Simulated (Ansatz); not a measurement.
Crystal: SrCl2.

```
Sr Cl
1.0
     0.00000    3.48835    3.48835
     3.48835    0.00000    3.48835
     3.48835    3.48835    0.00000
Sr Cl
1 2
Direct
  0.00000 0.00000 0.00000
  0.75000 0.75000 0.75000
  0.25000 0.25000 0.25000
```

Base run:

- Program: Ansatz 0.2.0
- Functional: HSE06 form with a typed share of exact exchange
- Potentials or basis: Ansatz PAW
- Cutoff: 420 eV (not typed: the program's choice for these potentials)
- k mesh: 4 × 4 × 4
- Occupations: fermi-dirac, width 0.05 eV
- Spin: no spin polarisation

Its results: band gap on the k mesh 6.65 eV, indirect (least direct gap 6.85 eV); pressure 0.5 GPa.

**Question.** The run is repeated on the same cell with these changes: share of exact exchange from 0.25 to 0.4. What comes out?

**Answer.** Band gap on the k mesh 7.45 eV, indirect (least direct gap 7.67 eV); pressure 0.2 GPa.

Caveats: the PAW data sets come from PBE, with cores solved anew for the run's functional, which leaves a small shift of forces and pressure; the thresholds are loose for stress.

A k mesh can miss the band edges.
